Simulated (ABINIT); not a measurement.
Crystal: Ir.

```
CELL_PARAMETERS angstrom
0.00000 1.91560 1.91560
1.91560 0.00000 1.91560
1.91560 1.91560 0.00000
ATOMIC_POSITIONS crystal
Ir 0.00000 0.00000 0.00000
```

Base run:

| Property | Result |
| --- | --- |
| Program | ABINIT 10.8.3 (patched build) |
| Functional | PBEsol |
| Potentials or basis | JTH PAW PBE v2.0 |
| Cutoff | 463 eV |
| k mesh | 10 × 10 × 10 |
| Occupations | fermi-dirac, width 0.05 eV |
| Spin | no spin polarisation |

Its results: band gap on the k mesh none (metal or under the smearing width); pressure 0.6 GPa.

**Question.** After a change of settings the same cell gave: band gap on the k mesh none (metal or under the smearing width); pressure 11.4 GPa. Which change was it?
A. functional from PBEsol to PBE; cutoff from 463 eV to 435 eV; fine-grid cutoff from 925.187 eV to 870.764 eV
B. cutoff from 463 eV to 435 eV; k mesh from 10 × 10 × 10 to 7 × 7 × 7; fine-grid cutoff from 925.187 eV to 870.764 eV
C. functional from PBEsol to PBE; k mesh from 10 × 10 × 10 to 5 × 5 × 5
D. functional from PBEsol to SOGGA; k mesh from 10 × 10 × 10 to 12 × 12 × 12

**Answer.** A.

Caveats: the PAW data sets were made with another functional, which shifts forces and pressure a little (some runs).

Not every run made on this cell is shown here.
